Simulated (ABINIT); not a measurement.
# SnO2 (Fm-3m) in ABINIT: further runs

One crystal, SnO2, is run at these levels: LDA, PBEsol; tasks: equation of state.

Program: ABINIT 10.8.3 (patched build). These are calculated values, not measurements. Logs are shortened: lines on timing, memory, paths and dates and some standing lists are left out, and cuts for length are marked. The log counts tension as positive stress, the text compression.

## 1. The crystal as given

The structure is cubic, space group Fm-3m (No. 225). Conventional cell: a = 5.148 Å, b = 5.148 Å, c = 5.148 Å, α = 90.00°, β = 90.00°, γ = 90.00°. Around Sn (site symmetry m-3m) lie 8 O at 2.23 Å. Around O (site symmetry -43m) lie 4 Sn at 2.23 Å.

Measurements of this composition are mostly on another form, of space group No. 136.

## 2. Equation of state, LDA

Contents of run.abi:

```
ndtset 7
getwfk -1
scalecart1 3*0.9795861087
scalecart2 3*0.9864848297
scalecart3 3*0.9932883884
scalecart4 3*1.0000000000
scalecart5 3*1.0066227096
scalecart6 3*1.0131594038
scalecart7 3*1.0196128224

pp_dirpath "./"
pseudos "Sn.LDA_PW-JTH.xml, O.LDA_PW-JTH.xml"

acell 3*1.0 Angstrom
rprim
     0.0000000000     2.5741500000     2.5741500000
     2.5741500000     0.0000000000     2.5741500000
     2.5741500000     2.5741500000     0.0000000000
ntypat 2
znucl 50 8
natom 3
typat 1 2 2
xred
     0.0000000000     0.0000000000     0.0000000000
     0.7500000000     0.7500000000     0.7500000000
     0.2500000000     0.2500000000     0.2500000000

ecut 23.0
pawecutdg 45.0

kptopt 1
ngkpt 9 9 9
nshiftk 1
shiftk 0.0 0.0 0.0

ixc 7

nband 17
occopt 3
tsmear 0.00183747

nstep 100
tolvrs 1.0e-9

iomode 3
prtwf 1
prtden 0
prteig 0
prtebands 0
```

Potentials or basis: JTH PAW LDA v2.0.

Command:

```sh
$ abinit run.abi > log 2>&1
```

run.abo:

```text
.Version 10.8.3 of ABINIT
 DATASET    1 : space group Fm -3 m (#225); Bravais cF (face-center cubic)
================================================================================
 Values of the parameters that define the memory need for DATASET  1.
     intxc =       0    ionmov =       0      iscf =      17    lmnmax =      18
     lnmax =       6     mgfft =      30  mpssoang =       3    mqgrid =    3001
     natom =       3  nloc_mem =       2    nspden =       1   nspinor =       1
    nsppol =       1      nsym =      48    n1xccc =       1    ntypat =       2
    occopt =       3   xclevel =       1
       mpw =        1155          nfft =       27000          nkpt =          35
 PAW method is used; the additional fine FFT grid is defined by:
   mgfftf=        45    nfftf =     91125
================================================================================
================================================================================
[... 71 lines left out ...]
 DATASET    7 : space group Fm -3 m (#225); Bravais cF (face-center cubic)
================================================================================
 Values of the parameters that define the memory need for DATASET  7.
     intxc =       0    ionmov =       0      iscf =      17    lmnmax =      18
     lnmax =       6     mgfft =      32  mpssoang =       3    mqgrid =    3001
     natom =       3  nloc_mem =       2    nspden =       1   nspinor =       1
    nsppol =       1      nsym =      48    n1xccc =       1    ntypat =       2
    occopt =       3   xclevel =       1
       mpw =        1300          nfft =       32768          nkpt =          35
 PAW method is used; the additional fine FFT grid is defined by:
   mgfftf=        45    nfftf =     91125
================================================================================
================================================================================

--------------------------------------------------------------------------------
------------- Echo of variables that govern the present computation ------------
--------------------------------------------------------------------------------
 -outvars: echo values of preprocessed input variables --------
            acell      1.8897261259E+00  1.8897261259E+00  1.8897261259E+00 Bohr
              amu      1.18710000E+02  1.59994000E+01
             ecut      2.30000000E+01 Hartree
           getwfk          -1
              ixc           7
           jdtset        1    2    3    4    5    6    7
         kptrlatt        9    0    0      0    9    0      0    0    9
          kptrlen1     6.06502846E+01
          kptrlen2     6.10774133E+01
          kptrlen3     6.14986502E+01
          kptrlen4     6.19141942E+01
          kptrlen5     6.23242339E+01
          kptrlen6     6.27289481E+01
          kptrlen7     6.31285063E+01
            natom           3
            nband          17
           ndtset           7
            ngfft1         30      30      30
[... 136 lines left out ...]

--- Pseudopotential description ------------------------------------------------
- pspini: atom type   1  psp file is ./Sn.LDA_PW-JTH.xml
 Pseudopotential format is: paw10
 basis_size (lnmax)=  6 (lmn_size= 18), orbitals=   0   0   1   1   2   2
 Spheres core radius: rc_sph= 2.51086398
 Shapefunction is BESSEL type: shapef(r,l)=aa(1,l)*jl(q(1,l)*r)+aa(2,l)*jl(q(2,l)*r)
 Radius for shape functions =  1.40702157
 Compensation charge density is not taken into account in XC energy/potential

- pspini: atom type   2  psp file is ./O.LDA_PW-JTH.xml
 Pseudopotential format is: paw10
 basis_size (lnmax)=  4 (lmn_size=  8), orbitals=   0   0   1   1
 Spheres core radius: rc_sph= 1.41465230
 Shapefunction is SIN type: shapef(r)=[sin(pi*r/rshp)/(pi*r/rshp)]**2
 Radius for shape functions =  1.20231231
 Compensation charge density is not taken into account in XC energy/potential

   8.77737183E+02                                ecore*ucvol(ha*bohr**3)
--------------------------------------------------------------------------------

================================================================================

--- !BeginCycle
iteration_state: {dtset: 1, }
solver: {iscf: 17, nstep: 100, nline: 4, wfoptalg: 10, }
tolerances: {tolvrs: 1.00E-09, }
...
[... 1309 lines left out ...]
-Cartesian components of stress tensor (GPa)         [Pressure= -2.1069E+01 GPa]
- sigma(1 1)=  2.10692260E+01  sigma(3 2)=  0.00000000E+00
- sigma(2 2)=  2.10692260E+01  sigma(3 1)=  0.00000000E+00
- sigma(3 3)=  2.10692260E+01  sigma(2 1)=  0.00000000E+00

== END DATASET(S) ==============================================================
================================================================================

 -outvars: echo values of variables after computation  --------
            acell      1.8897261259E+00  1.8897261259E+00  1.8897261259E+00 Bohr
           etotal1    -1.0217480589E+02
           etotal2    -1.0217428242E+02
           etotal3    -1.0217312327E+02
           etotal4    -1.0217139122E+02
           etotal5    -1.0216915368E+02
           etotal6    -1.0216646661E+02
           etotal7    -1.0216338940E+02
            fcart1     2.2073125607E-31  7.3577085357E-32 -8.0934793893E-31
                       2.2073125607E-31  7.3577085357E-32 -8.0934793893E-31
                      -4.4146251214E-31 -1.4715417071E-31  1.6186958779E-30
            fcart2    -2.3745326622E-31  2.3745326622E-31 -9.1328179315E-32
                       3.6531271726E-32 -3.6531271726E-32 -3.6531271726E-32
                       2.0092199449E-31 -2.0092199449E-31  1.2785945104E-31
            fcart3    -4.7165364586E-31 -3.6281049681E-32  4.7165364586E-31
                       5.0793469554E-31 -1.4512419872E-31 -5.0793469554E-31
                      -3.6281049681E-32  1.8140524841E-31  3.6281049681E-32
            fcart4     9.0093863418E-32  5.4056318051E-32 -2.3424404489E-31
[... 52 lines left out ...]
           xangst3     0.0000000000E+00  0.0000000000E+00  0.0000000000E+00
                       3.8353099575E+00  3.8353099575E+00  3.8353099575E+00
                       1.2784366525E+00  1.2784366525E+00  1.2784366525E+00
           xangst4     0.0000000000E+00  0.0000000000E+00  0.0000000000E+00
                       3.8612250000E+00  3.8612250000E+00  3.8612250000E+00
                       1.2870750000E+00  1.2870750000E+00  1.2870750000E+00
           xangst5     0.0000000000E+00  0.0000000000E+00  0.0000000000E+00
                       3.8867967719E+00  3.8867967719E+00  3.8867967719E+00
                       1.2955989240E+00  1.2955989240E+00  1.2955989240E+00
           xangst6     0.0000000000E+00  0.0000000000E+00  0.0000000000E+00
                       3.9120364189E+00  3.9120364189E+00  3.9120364189E+00
                       1.3040121396E+00  1.3040121396E+00  1.3040121396E+00
           xangst7     0.0000000000E+00  0.0000000000E+00  0.0000000000E+00
                       3.9369545202E+00  3.9369545202E+00  3.9369545202E+00
                       1.3123181734E+00  1.3123181734E+00  1.3123181734E+00
             xred      0.0000000000E+00  0.0000000000E+00  0.0000000000E+00
                       7.5000000000E-01  7.5000000000E-01  7.5000000000E-01
                       2.5000000000E-01  2.5000000000E-01  2.5000000000E-01
 Calculation completed.
```

Wall time 2 min (1 thread of Arm Neoverse V2, shared host); peak memory 0.13 GiB.

Results:

```
Equilibrium volume : 10.64 Å³/atom (rough: see the caveat)
Bulk modulus       : 222 GPa (rough)
```

Energy against volume, from the lowest point:
```csv
volume (Å³/atom),energy (meV/atom)
10.689,0.00
10.916,4.75
11.144,15.26
11.371,30.97
11.599,51.27
11.826,75.64
12.054,103.55
```

Caveat: pressures at fixed basis lie under the slope of the energies; the minimum lies outside the volumes run.

## 3. Equation of state, PBEsol

Changes to run.abi since step 2:

```diff
@@ -11,3 +11,3 @@
 pp_dirpath "./"
-pseudos "Sn.LDA_PW-JTH.xml, O.LDA_PW-JTH.xml"
+pseudos "Sn.GGA_PBE-JTH.xml, O.GGA_PBE-JTH.xml"
 
@@ -29,2 +29,3 @@
 pawecutdg 45.0
+pawxcdev 0
 
@@ -35,3 +36,3 @@
 
-ixc 7
+ixc -116133
```

Potentials or basis: JTH PAW PBE v2.0.

Command:

```sh
$ abinit run.abi > log 2>&1
```

Wall time 2.8 min (1 thread of Arm Neoverse V2, shared host); peak memory 0.16 GiB.

The run converged. Its results:

| Property | Result |
| --- | --- |
| Equilibrium volume | 10.92 Å³/atom |
| Bulk modulus | 206 GPa |
| Pressure derivative of the bulk modulus | 4.6 |

Energy against volume, from the lowest point:
```tsv
volume (Å³/atom)	energy (meV/atom)
10.689	3.38
10.916	0.00
11.144	2.69
11.371	10.86
11.599	23.89
11.826	41.24
12.054	62.39
```

Caveat: pressures at fixed basis lie under the slope of the energies; the PAW data sets were made with another functional, which shifts forces and pressure a little.

## 4. The reference run

An earlier run on the cell as given: functional PBE; potentials or basis JTH PAW PBE v2.0; cutoff 626 eV; k mesh 9 × 9 × 9; occupations fermi-dirac, width 0.05 eV; no spin polarisation.

* Pressure: -1.3 GPa
* Band gap on the k mesh: none (metal or under the smearing width)
* Valence electrons inside the program's atomic spheres: Sn 11.83; O 4.57
